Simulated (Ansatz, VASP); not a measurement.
# Ge in VASP and in Ansatz

```
CELL_PARAMETERS angstrom
1.39715 -2.60052 0.00000
1.39715 2.60052 0.00000
0.00000 0.00000 2.69823
ATOMIC_POSITIONS crystal
Ge 0.50000 0.50000 0.00000
```

This isn't the form of Ge at room conditions, which is diamond.

Alike in both runs: task single point; functional PBE; k mesh 11 × 11 × 10; occupations gaussian, width 0.026 eV; no spin polarisation.

```csv
,VASP,Ansatz
version,VASP 6.6.1,Ansatz 0.2.0
potentials or method,"VASP PAW PBE potentials, release 64 (Ge_d)",Ansatz PAW
plane-wave cutoff (eV),520,420
valence electrons in the cell,14,14
```

|  | VASP | Ansatz | Ansatz less VASP |
| --- | --- | --- | --- |
| gap on the k mesh at the Fermi level (eV) | none | none | - |
| pressure (GPa) | -0.6 | -0.6 | -0.01 |
| largest component of the traceless stress (GPa) | 2.20 | 2.18 | -0.012 |

A gap of «none» marks a metal or a gap that the smearing closes. With one functional, cell and mesh, what is left measures potentials, basis and numerics.
